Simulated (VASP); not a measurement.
# Si (P6/mmm) in VASP: notebook

One crystal, Si, is run at these levels: PW91, AM05; tasks: relaxation of cell and atoms.

Everything below comes from runs of VASP 6.6.1. Logs are shortened: lines on timing, memory, paths and dates and some standing lists are left out, and cuts for length are marked.

### 1 Starting point

Symmetry: P6/mmm, No. 191, hexagonal system. Conventional cell: a = 2.621 Å, b = 2.621 Å, c = 2.466 Å, α = 90.00°, β = 90.00°, γ = 120.00°. Si (site symmetry 6/mmm) is surrounded by 8 Si at 2.47 to 2.62 Å.

This isn't the form of Si at room conditions, which is diamond.

### 2 Relaxation of cell and atoms, PW91

The input, INCAR:

```
PREC = Accurate
ENCUT = 600
EDIFF = 1E-6
ISMEAR = -1
SIGMA = 0.05
LREAL = F
LASPH = T
NELM = 100
ALGO = Normal
ISIF = 3
LWAVE = F
LCHARG = F
GGA = 91
IBRION = 2
NSW = 40
EDIFFG = -0.01
```

The input, KPOINTS:

```
Automatic mesh
0
Gamma
  12 12 11
```

The input, POSCAR:

```
Si
1.0
    2.6205428149      0.0000000000      0.0000000000
   -1.3102714075      2.2694566494      0.0000000000
    0.0000000000      0.0000000000      2.4663543900
Si
1
Direct
    0.0000000000      0.0000000000      0.0000000000
```

Potentials or basis: VASP PAW PBE potentials, release 64 (Si).

Launch:

```
cat potpaw_PBE.64/Si/POTCAR > POTCAR
mpirun -np 1 vasp_std > vasp.out
```

OUTCAR:

```text
PREC = Accurate
   ENCUT = 600
   EDIFF = 1E-6
   ISMEAR = -1
   LREAL = F
   LASPH = T
   NELM = 100
   ISIF = 3
   GGA = 91
   IBRION = 2
   NSW = 40
   EDIFFG = -0.01

 ion  position               nearest neighbor table
   1  0.000  0.000  0.000-

  LATTYP: Found a hexagonal cell.
 ALAT       =     2.6205428149
 C/A-ratio  =     0.9411616463

  Lattice vectors:

 A1 = (   2.6205428149,   0.0000000000,   0.0000000000)
 A2 = (  -1.3102714075,   2.2694566494,   0.0000000000)
 A3 = (   0.0000000000,   0.0000000000,   2.4663543900)

Analysis of symmetry for initial positions (statically):
=====================================================================
 Subroutine PRICEL returns:
 Original cell was already a primitive cell.

 Routine SETGRP: Setting up the symmetry group for a
 hexagonal supercell.

 Subroutine GETGRP returns: Found 24 space group operations
 (whereof 24 operations were pure point group operations)
 out of a pool of 24 trial point group operations.

The static configuration has the point symmetry D_6h.

Analysis of symmetry for dynamics (positions and initial velocities):
=====================================================================
 Subroutine PRICEL returns:
 Original cell was already a primitive cell.

 Routine SETGRP: Setting up the symmetry group for a
 hexagonal supercell.

 Subroutine GETGRP returns: Found 24 space group operations
 (whereof 24 operations were pure point group operations)
 out of a pool of 24 trial point group operations.

The dynamic configuration has the point symmetry D_6h.

 Subroutine INISYM returns: Found 24 space group operations
 (whereof 24 operations are pure point group operations),
 and found     1 'primitive' translations

----------------------------------------------------------------------------------------

                                     Primitive cell

  volume of cell :      14.6679

  direct lattice vectors                    reciprocal lattice vectors
     2.620542815  0.000000000  0.000000000     0.381600329  0.220317053  0.000000000
    -1.310271407  2.269456649  0.000000000     0.000000000  0.440634105  0.000000000
     0.000000000  0.000000000  2.466354390     0.000000000  0.000000000  0.405456736

  length of vectors
     2.620542815  2.620542815  2.466354390     0.440634105  0.440634105  0.405456736

  position of ions in fractional coordinates (direct lattice)
     0.000000000  0.000000000  0.000000000

  ion indices of the primitive-cell ions
[... 83 lines left out ...]
   TEBEG  =    0.0;   TEEND  =   0.0 temperature during run
   PSTRESS=    0.0 pullay stress
   NELECT =       4.0000    total number of electrons
   NUPDOWN=      -1.0000    fix difference up-down
   EMIN   =  10.00;   EMAX   =-10.00  energy-range for DOS
   EFERMI =   0.00;   METHOD = LEGACY
   ISMEAR =    -1;   SIGMA  =   0.05  broadening in eV -4-tet -1-fermi 0-gaus
   EFERMI_NEDOS =   21; number of points for ismear=-14 and -15
   IALGO  =     38    algorithm
   IMIX   =      4    mixing-type and parameters
     AMIX     =   0.40;   BMIX     =  1.00
     AMIX_MAG =   1.60;   BMIX_MAG =  1.00
  volume/ion in A,a.u.               =      14.67        98.98
  Fermi-wavevector in a.u.,A,eV,Ry     =   1.061627  2.006184 15.334472  1.127052
  Thomas-Fermi vector in A             =   2.197050
   LORBIT       =      0    0 simple, 1 ext, 2 COOP (PROOUT), +10 PAW based schemes
   GGA     = 91    functional components
   LHFCALC =     F    Hartree Fock is set to
   AEXX    =    0.0000 exact exchange contribution
   IVDW    =     0    specifies the selected vdW correction
   LEPSILON=     F    determine dielectric tensor
   LRPA    =     F    only Hartree local field effects (RPA)
 conjugate gradient relaxation of ions
 non-spin polarized calculation
  energy-cutoff  :      600.00
  volume of cell :       14.67
 maximum number of plane-waves:       501
 NGX is ok and might be reduce to    24
   NGX = 11   NGY = 11   NGZ =  9

--------------------------------------- Ionic step        1  -------------------------------------------

 number of electron       4.0000000 magnetization

 Free energy of the ion-electron system (eV)
  ---------------------------------------------------
  ext. energy  EPLUGINS =         0.00000000
  ---------------------------------------------------
  free energy    TOTEN  =        -5.06653821 eV

  energy without entropy =       -5.06342486  energy(sigma->0) =       -5.06498153

------------------------ aborting loop because EDIFF is reached ----------------------------------------

  FORCE on cell =-STRESS in cart. coord.  units (eV):
  Direction    XX          YY          ZZ          XY          YZ          ZX
  --------------------------------------------------------------------------------------
  -------------------------------------------------------------------------------------
  Total        0.2472970      0.2472970      0.6117898     -0.0000000     -0.0000000      0.0000000
  in kB       27.0122553     27.0122553     66.8258064     -0.0000000     -0.0000000      0.0000000
  external PRESSURE =      40.2834390 kB  Pullay stress =       0.0000000 kB
[... 197 lines left out ...]
--------------------------------------- Ionic step        7  -------------------------------------------

 number of electron       4.0000000 magnetization

 Free energy of the ion-electron system (eV)
  ---------------------------------------------------
  ext. energy  EPLUGINS =         0.00000000
  ---------------------------------------------------
  free energy    TOTEN  =        -5.07393517 eV

  energy without entropy =       -5.07141558  energy(sigma->0) =       -5.07267537

 E-fermi :   9.1766     XC(G=0): -10.9171

 val. band max:        9.1265393172   @ k =   0.3333   0.2500   0.3636
 cond. band min:       9.3320692938   @ k =   0.4167   0.1667   0.0000
 fundamental gap:      0.2055299766
 Fermi energy:         9.1765901046

 k-point     1 :       0.0000    0.0000    0.0000
  band No.  band energies     occupation
      1      -4.5982      2.00000
      2      16.6104      0.00000
      3      16.6913      0.00000
      4      19.3604      0.00000
      5      19.3604      0.00000
      6      21.4827      0.00000
[... 199 lines left out ...]
 k-point    24 :       0.3333    0.0000    0.0909
  band No.  band energies     occupation
      1      -1.3793      2.00000
      2       7.4570      2.00000
      3      15.1307      0.00000
      4      15.4955      0.00000
      5      18.3712      0.00000
      6      24.8674      0.00000

 [... further k-points ...]
[... 5 lines left out ...]
  --------------------------------------------------------------------------------------
  -------------------------------------------------------------------------------------
  Total       -0.0022298     -0.0022298     -0.0029409      0.0000000     -0.0000000      0.0000000
  in kB       -0.2352720     -0.2352720     -0.3102998      0.0000000     -0.0000000      0.0000000
  external PRESSURE =      -0.2602813 kB  Pullay stress =       0.0000000 kB
[... 16 lines left out ...]
  FREE ENERGIE OF THE ION-ELECTRON SYSTEM (eV)
  ---------------------------------------------------
  free  energy   TOTEN  =        -5.0739351651 eV

  energy  without entropy=       -5.0714155783  energy(sigma->0) =       -5.07267537

 reached required accuracy - stopping structural energy minimisation
```

OSZICAR:

```text
N       E                     dE             d eps       ncg     rms          rms(c)
DAV:   1    -0.551886992342E+00   -0.55189E+00   -0.19034E+03  1446   0.576E+02
DAV:   2    -0.502370070460E+01   -0.44718E+01   -0.41333E+01  1914   0.471E+01
DAV:   3    -0.506973565454E+01   -0.46035E-01   -0.45792E-01  1710   0.508E+00
DAV:   4    -0.506982641017E+01   -0.90756E-04   -0.90753E-04  1926   0.245E-01
[... 36 lines left out ...]
   6 F= -.50739328E+01 E0= -.50726695E+01  d E =-.230988E-04
       N       E                     dE             d eps       ncg     rms          rms(c)
DAV:   1    -0.507393746314E+01   -0.37596E-05   -0.11184E-04  1530   0.593E-02    0.934E-03
DAV:   2    -0.507393608570E+01    0.13774E-05   -0.16261E-06  1482   0.107E-02    0.569E-03
DAV:   3    -0.507393516508E+01    0.92062E-06   -0.12507E-06   906   0.629E-03
   7 F= -.50739352E+01 E0= -.50726754E+01  d E =-.239254E-05
```

CONTCAR:

```text
Si
   1.00000000000000
     2.6425137008243218   -0.0000000000004855   -0.0000000000000000
    -1.3212568504630009    2.2884839947541495    0.0000000000000000
     0.0000000000000000   -0.0000000000000000    2.5109512654729844
  Si
     1
Direct
     1.0000000000000000    1.0000000000000000    1.0000000000000000

  0.00000000E+00  0.00000000E+00  0.00000000E+00
```

It took 20 s on 1 thread of Intel Xeon Platinum 8488C (Sapphire Rapids), shared host; peak memory 0.13 GiB.

What came out:

```
Free energy                            : -5.0739 eV
Relaxed volume                         : 15.18 Å³/atom
Relaxed cell                           : a = 2.643 Å, b = 2.643 Å, c = 2.511 Å, α = 90.00°, β = 90.00°, γ = 120.00°
Space group after relaxing (to 0.05 Å) : P6/mmm (No. 191)
Energy gained by relaxing              : 7.4 meV/atom
Ionic steps                            : 7
Pressure after relaxing                : 0.0 GPa
Band gap on the k mesh                 : none (metal or under the smearing width)
```

Step by step:
```tsv
step	energy change (eV)	largest force (eV/Å)	pressure (GPa)	volume (Å³)
1	0.0000	0.0000	4.03	14.67
2	-0.0050	0.0000	-1.92	15.46
3	-0.0074	0.0000	0.09	15.17
4	-0.0074	0.0000	0.15	15.16
5	-0.0074	0.0000	0.04	15.18
6	-0.0074	0.0000	0.07	15.17
7	-0.0074	0.0000	-0.03	15.18
```

Final structure:
```
Si
1.0
     2.64251    0.00000    0.00000
    -1.32126    2.28848    0.00000
     0.00000    0.00000    2.51095
Si
1
Direct
  0.00000 0.00000 0.00000
```

Caveat: the PAW data sets were made with another functional, which shifts forces and pressure a little.

### 3 Relaxation of cell and atoms, AM05

The input, INCAR:

```
SYSTEM = Si
ALGO = Fast
EDIFF = 1E-7
EDIFFG = -0.005
ENCUT = 600
GGA = AM
IBRION = 2
ISIF = 3
ISMEAR = -1
LASPH = .True.
LCHARG = .False.
LREAL = .False.
LWAVE = .False.
NELM = 80
NSW = 60
PREC = Accurate
SIGMA = 0.05
```

The input, KPOINTS:

```
k-points
0
Gamma
  12 12 11
  0 0 0
```

POSCAR is that of step 2.

Potentials or basis: VASP PAW PBE potentials, release 64 (Si).

Launch:

```
cat potpaw_PBE.64/Si/POTCAR > POTCAR
mpirun -np 1 vasp_std > vasp.out
```

It took 24 s on 1 thread of Intel Xeon Platinum 8488C (Sapphire Rapids), shared host; peak memory 0.13 GiB.

The run converged. Its results:

```yaml
Free_energy: -5.4509 eV
Relaxed_volume: 14.55 Å³/atom
Relaxed_cell: a = 2.602 Å, b = 2.602 Å, c = 2.482 Å, α = 90.00°, β = 90.00°, γ = 120.00°
Space_group_after_relaxing_to_0.05_Å: P6/mmm (No. 191)
Energy_gained_by_relaxing: 2.3 meV/atom
Ionic_steps: 6
Pressure_after_relaxing: 0.0 GPa
Band_gap_on_the_k_mesh: none (metal or under the smearing width)
```

The path:
```tsv
step	energy change (eV)	largest force (eV/Å)	pressure (GPa)	volume (Å³)
1	0.0000	0.0000	-0.83	14.67
2	-0.0016	0.0000	0.34	14.50
3	-0.0023	0.0000	-0.10	14.56
4	-0.0023	0.0000	-0.11	14.56
5	-0.0023	0.0000	0.05	14.54
6	-0.0023	0.0000	-0.01	14.55
```

Final structure:
```
Si
1.0
     2.60208    0.00000    0.00000
    -1.30104    2.25347    0.00000
     0.00000    0.00000    2.48158
Si
1
Direct
  0.00000 0.00000 0.00000
```

Levels at points of the mesh, in eV from the Fermi level:
```
           k point  band 1  band 2  band 3  band 4  band 5  band 6
(0.00, 0.00, 0.00)  -14.18    7.44    7.68   10.78   10.78   12.47
(0.50, 0.00, 0.00)   -7.47   -6.86    5.41    6.67   12.74   14.86
```

Caveat: the PAW data sets were made with another functional, which shifts forces and pressure a little.
